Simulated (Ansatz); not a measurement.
# Equation of state of KZnF3 under LDA

```
Zn K F
1.0
     4.05000    0.00000    0.00000
     0.00000    4.05000    0.00000
     0.00000    0.00000    4.05000
Zn K F
1 1 3
Direct
  0.50000 0.50000 0.50000
  0.00000 0.00000 0.00000
  0.50000 0.00000 0.50000
  0.00000 0.50000 0.50000
  0.50000 0.50000 0.00000
```

The cell was scaled at fixed shape and fractions and run with Ansatz, Ansatz PAW, cutoff 420 eV; LDA, k mesh 7 × 7 × 7 on the cell of 5 atoms, fermi-dirac occupations of 0.05 eV, no spin polarisation, no spin-orbit coupling. The potentials were made for PBE. Energies are those that the program minimises, any entropy of the smearing included.

| V (Å³/atom) | energy over the lowest row (meV/atom) |
| --- | --- |
| 12.4889 | 0.00 |
| 12.7546 | 0.96 |
| 13.0203 | 4.91 |
| 13.2860 | ? |
| 13.5517 | 20.69 |
| 13.8175 | 32.04 |
| 14.0832 | 45.06 |

Q: Fit the third-order Birch-Murnaghan form, give V0, B0 and B′, and predict the energy left open.

A: With y = (V0/V)^(2/3), E = E0 + (9 V0 B0/16) [(y - 1)³ B′ + (y - 1)² (6 - 4y)]. Least squares through the rows shown give V0 = 12.5469 Å³/atom, E0 = -0.07 meV, B0 = 96.16 GPa (1 eV/Å³ = 160.218 GPa) and B′ = 4.80, with a largest miss of 0.06 meV, so B0 and B′ are loose. At V = 13.2860 the form with these constants gives 11.63 meV; the run gave 11.73 meV an atom. Measured volume: 13.34 Å³/atom (a printed reference work), so the fit lies -5.9 % from it. The runs are for a static lattice.
